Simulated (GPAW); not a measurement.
# Ti (P6/mmm) in GPAW: tuning MPI ranks

Aim: find the choice of MPI ranks that runs Ti fastest, at LDA. This setting moves, with any that are tied to it; all else stays.

Everything below comes from runs of GPAW 26.7.0. Logs are shortened: lines on timing, memory, paths and dates and some standing lists are left out, and cuts for length are marked. The log counts tension as positive stress, the text compression.

## (1) Starting point

It takes space group P6/mmm (No. 191, hexagonal). Conventional cell: a = 4.567 Å, b = 4.567 Å, c = 2.826 Å, α = 90.00°, β = 90.00°, γ = 120.00°. Around Ti (site symmetry -6m2) lie 11 Ti at 2.64 to 2.99 Å. Ti (site symmetry 6/mmm) has 14 Ti at 2.83 to 2.99 Å as nearest neighbours.

This isn't the form of Ti at room conditions, which is hcp.

## (2) With MPI ranks 1

run.py

```python
from ase.dft.bandgap import bandgap
from ase.io import read, write
from ase.units import GPa
from ase.parallel import parprint
from gpaw import GPAW, PW

atoms = read('Ti.xyz')

calc = GPAW(mode=PW(600),
            xc='LDA',
            kpts={'size': (7, 7, 9), 'gamma': True},
            occupations={'name': 'fermi-dirac', 'width': 0.05},
            nbands=34,
            convergence={'density': 1e-05, 'energy': 1e-05},
            maxiter=100,
            txt='gpaw.txt')
atoms.calc = calc
energy = atoms.get_potential_energy()
forces = atoms.get_forces()
stress = atoms.get_stress()
calc.write('gs.gpw')
write('result.traj', atoms)
parprint(f'Energy: {energy:.6f} eV')
parprint('Forces (eV/A):')
parprint(forces.round(4))
parprint('Stress (GPa):', (stress / GPa).round(3))
parprint('Fermi level:', round(calc.get_fermi_level(), 4), 'eV')
parprint(f'Gap: {bandgap(calc)[0]:.4f} eV, direct: {bandgap(calc, direct=True)[0]:.4f} eV')
```

Ti.xyz

```xyz
3
Lattice="4.5673748306 0.0000000000 0.0000000000 -2.2836874153 3.9554626319 0.0000000000 0.0000000000 0.0000000000 2.8262442700" Properties=species:S:1:pos:R:3 pbc="T T T"
Ti     2.2836874155      1.3184875438      1.4131221350
Ti    -0.0000000002      2.6369750881      1.4131221350
Ti     0.0000000000      0.0000000000      0.0000000000
```

Potentials or basis: the program's PAW data sets (release 1.2.1) made for this functional, pw.

Launch:

```bash
$ OMP_NUM_THREADS=1 mpirun -n 1 gpaw python run.py
```

Run time: 82 s. Hardware: 1 thread of Arm Neoverse N1, host not shared; peak memory 0.21 GiB.

It converged, with:

* Free energy: -22.3860 eV
* Pressure: -8.5 GPa
* Band gap on the k mesh: none (metal or under the smearing width)

## (3) With MPI ranks 2

run.py is that of step 2.

Ti.xyz is that of step 2.

Potentials or basis: the program's PAW data sets (release 1.2.1) made for this functional, pw.

Launch:

```bash
$ OMP_NUM_THREADS=1 mpirun -n 2 gpaw python run.py
```

Run time: 44 s. Hardware: 2 MPI ranks of Arm Neoverse N1, host not shared; peak memory 0.21 GiB.

Results (log left out):

* Free energy: -22.3860 eV
* Pressure: -8.5 GPa
* Band gap on the k mesh: none (metal or under the smearing width)

## (4) With MPI ranks 4

run.py is that of step 3.

Ti.xyz is that of step 3.

Launch:

```bash
$ OMP_NUM_THREADS=1 mpirun -n 4 gpaw python run.py
```

Run time: 25 s. Hardware: 4 MPI ranks of Arm Neoverse N1, host not shared; peak memory 0.2 GiB.

It converged, with:

```yaml
Free_energy: -22.3860 eV
Pressure: -8.5 GPa
Band_gap_on_the_k_mesh: none (metal or under the smearing width)
```

## (5) With MPI ranks 8

run.py is that of step 4.

Ti.xyz is that of step 4.

Launch:

```bash
$ OMP_NUM_THREADS=1 mpirun -n 8 gpaw python run.py
```

It took 15 s on 8 MPI ranks of Arm Neoverse N1, host not shared; peak memory 0.19 GiB.

Results (log left out):

* Free energy: -22.3860 eV
* Pressure: -8.5 GPa
* Band gap on the k mesh: none (metal or under the smearing width)

## (6) With MPI ranks 16

run.py is that of step 5.

Ti.xyz is that of step 5.

Potentials or basis: the program's PAW data sets (release 1.2.1) made for this functional, pw.

Launch:

```bash
$ OMP_NUM_THREADS=1 mpirun -n 16 gpaw python run.py
```

Wall time 11 s (16 MPI ranks of Arm Neoverse N1, host not shared); peak memory 0.17 GiB.

Results (log left out):

```yaml
Free_energy: -22.3860 eV
Pressure: -8.5 GPa
Band_gap_on_the_k_mesh: none (metal or under the smearing width)
```

## (7) With MPI ranks 24

run.py is that of step 6.

Ti.xyz is that of step 6.

Launch:

```bash
$ OMP_NUM_THREADS=1 mpirun -n 24 gpaw python run.py
```

It took 9.2 s on 24 MPI ranks of Arm Neoverse N1, host not shared; peak memory 0.17 GiB.

It converged, with:

```yaml
Free_energy: -22.3860 eV
Pressure: -8.5 GPa
Band_gap_on_the_k_mesh: none (metal or under the smearing width)
```

## (8) With MPI ranks 32

run.py is that of step 7.

Ti.xyz is that of step 7.

Launch:

```bash
$ OMP_NUM_THREADS=1 mpirun -n 32 gpaw python run.py
```

Wall time 8.1 s (32 MPI ranks of Arm Neoverse N1, host not shared); peak memory 0.16 GiB.

It converged, with:

* Free energy: -22.3860 eV
* Pressure: -8.5 GPa
* Band gap on the k mesh: none (metal or under the smearing width)

## (9) With MPI ranks 48

run.py is that of step 8.

Ti.xyz is that of step 8.

Potentials or basis: the program's PAW data sets (release 1.2.1) made for this functional, pw.

Launch:

```bash
$ OMP_NUM_THREADS=1 mpirun -n 48 gpaw python run.py
```

gpaw.txt:

```text
__  _  _
 | _ |_)|_||  |
 |__||  | ||/\| - 26.7.0

Input parameters:
  mode=PW(ecut=600.0),
  convergence={'density': 1e-05, 'energy': 1e-05},
  kpts=MonkhorstPack(size=(7, 7, 9), gamma=True),
  maxiter=100,
  nbands=34,
  occupations=Occupations(name='fermi-dirac', width=0.05),
  xc=XC(name='LDA')

Diagonalizing LCAO Hamiltonian
Converting LCAO to pw mode

         Ti
             Ti

       Ti

Atoms  # Å, Bohr magnetons
|   | symbol |         x |        y |        z |    initial magnetic moments |
|---|--------|-----------|----------|----------|-----------------------------|
| 0 |     Ti |  2.283687 | 1.318488 | 1.413122 | ( 0.0000,  0.0000,  0.0000) |
| 1 |     Ti | -0.000000 | 2.636975 | 1.413122 | ( 0.0000,  0.0000,  0.0000) |
| 2 |     Ti |  0.000000 | 0.000000 | 0.000000 | ( 0.0000,  0.0000,  0.0000) |

Unit cell  # Å
| periodic |         x |        y |        z |  lengths |     angles |
|----------|-----------|----------|----------|----------|------------|
|      yes |  4.567375 | 0.000000 | 0.000000 | 4.567375 |  90.000000 |
|      yes | -2.283687 | 3.955463 | 0.000000 | 4.567375 |  90.000000 |
|      yes |  0.000000 | 0.000000 | 2.826244 | 2.826244 | 120.000000 |

Number of symmetries: 24
Symmetry operations  # r_c * U_cc + t_c -> r_c
|    | kind |            matrix            |
|----|------|------------------------------|
|  0 |  σ   |  1, 1, 0,  0,-1, 0,  0, 0, 1 |
|  1 |  C2  |  1, 1, 0,  0,-1, 0,  0, 0,-1 |
|  2 |  C6  |  1, 1, 0, -1, 0, 0,  0, 0, 1 |
|  3 |  S6  |  1, 1, 0, -1, 0, 0,  0, 0,-1 |
|  4 |  E   |  1, 0, 0,  0, 1, 0,  0, 0, 1 |
|  5 |  σ   |  1, 0, 0,  0, 1, 0,  0, 0,-1 |
|  6 |  σ   |  1, 0, 0, -1,-1, 0,  0, 0, 1 |
|  7 |  C2  |  1, 0, 0, -1,-1, 0,  0, 0,-1 |
|  8 |  σ   |  0, 1, 0,  1, 0, 0,  0, 0, 1 |
|  9 |  C2  |  0, 1, 0,  1, 0, 0,  0, 0,-1 |
| 10 |  C3  |  0, 1, 0, -1,-1, 0,  0, 0, 1 |
| 11 |  S3  |  0, 1, 0, -1,-1, 0,  0, 0,-1 |
| 12 |  C6  |  0,-1, 0,  1, 1, 0,  0, 0, 1 |
| 13 |  S6  |  0,-1, 0,  1, 1, 0,  0, 0,-1 |
| 14 |  σ   |  0,-1, 0, -1, 0, 0,  0, 0, 1 |
| 15 |  C2  |  0,-1, 0, -1, 0, 0,  0, 0,-1 |
| 16 |  σ   | -1, 0, 0,  1, 1, 0,  0, 0, 1 |
[... 93 lines left out ...]
  Good broyden scale: 1.0
  Trust region scale: 1.0
  Backstep threshold: 4.0
  History deletion threshold: 6.0
  Fourier metric: weight=20.0, sigma=0.015

occupation numbers:
  Fermi-Dirac:
    width: 0.0500  # eV

poisson solver:
  ecut: 4800.0  # eV

xc functional:
  name: None

convergence criteria:
- Maximum integral of absolute [dens]ity change: 1e-05 electrons / valence electron
- Maximum [total energy] change in last 3 cyles: 1e-05 eV / valence electron
- Maximum integral of absolute [eigenst]ate change: 4e-08 eV^2 / valence electron
maximum number of iterations: 100

SCF iterations
|iter     | |      energy | eigst |  dens |
|---------|-|-------------|-------|-------|
|iter:   1| |  -23.099297 | -0.05 |       |
|iter:   2| |  -22.913180 | -2.43 | -1.25 |
|iter:   3| |  -22.693279 | -1.23 | -1.30 |
|iter:   4| |  -22.379813 | -2.15 | -1.35 |
|iter:   5| |  -22.368707 | -3.42 | -1.83 |
|iter:   6| |  -22.378137 | -3.22 | -2.13 |
|iter:   7| |  -22.374234 | -3.82 | -2.26 |
|iter:   8| |  -22.374249 | -5.69 | -3.49 |
|iter:   9| |  -22.374253c| -6.80 | -4.00 |
|iter:  10| |  -22.374253c| -8.37c| -4.75 |
|iter:  11| |  -22.374254c| -8.45c| -5.32c|

Converged in 11 steps
Energy contributions relative to reference atoms: (reference = -69521.847178)

Energy contributions:
  Kinetic:          12.242009
  Coulomb:         -11.494641
  Zero:             -0.017963
  External:          0.000000
  Xc:              -23.091922
  Entropy:          -0.023476
  Spinorbit:         0.000000
  ----------------------------
  Free energy:     -22.385992
  Extrapolated:    -22.374254

dipole moment: (-7.310619, -12.662364, -9.047471)  # |e|*Ang

Fermi level: 8.324
Eigenvalues  # (at kpt = [0.000, 0.000, 0.000])
| band index |      eig [eV] | occ [0-2] |
|------------|---------------|-----------|
|          0 |       -47.922 |     2.000 |
|        ... |               |           |
|         11 |       -23.847 |     2.000 |
|         12 |         2.305 |     2.000 |
|         13 |         6.366 |     2.000 |
|         14 |         7.633 |     2.000 |
|         15 |         7.633 |     2.000 |
|         16 |         7.751 |     2.000 |
[... 8 lines left out ...]
|         25 |        10.218 |     0.000 |
|         26 |        12.087 |     0.000 |
|        ... |               |           |
|         33 |        17.833 |     0.000 |

No gap
No difference between direct/indirect transitions

Forces  # eV/Ang
|       x |        y |       z |
|---------|----------|---------|
| 0.00000 | -0.00000 | 0.00000 |  # Ti   0
| 0.00000 |  0.00000 | 0.00000 |  # Ti   1
| 0.00000 |  0.00000 | 0.00000 |  # Ti   2

Stress tensor  # eV/Ang^3
|        x |        y |        z |
|----------|----------|----------|
| 0.053798 | 0.000000 | 0.000000 |
| 0.000000 | 0.053798 | 0.000000 |
| 0.000000 | 0.000000 | 0.051350 |

# Writing to gs.gpw (mode='')
```

It took 7.4 s on 48 MPI ranks of Arm Neoverse N1, host not shared; peak memory 0.16 GiB.

What came out:

```yaml
Free_energy: -22.3860 eV
Pressure: -8.5 GPa
Band_gap_on_the_k_mesh: none (metal or under the smearing width)
```

## (10) Result

```csv
MPI ranks,energy less the last converged row (meV/atom),SCF cycles,wall time (s)
1,0.00,11,82
2,0.00,11,44
4,0.00,11,25
8,0.00,11,15
16,0.00,11,11
24,0.00,11,9.2
32,0.00,11,8.1
48,0.00,11,7.4
```

Fastest here: 48 (7.4 s), level within noise with 32; slowest of those that converged: 1 (82 s). These are single runs, one after another on one machine, so differences under about a fifth mean little.
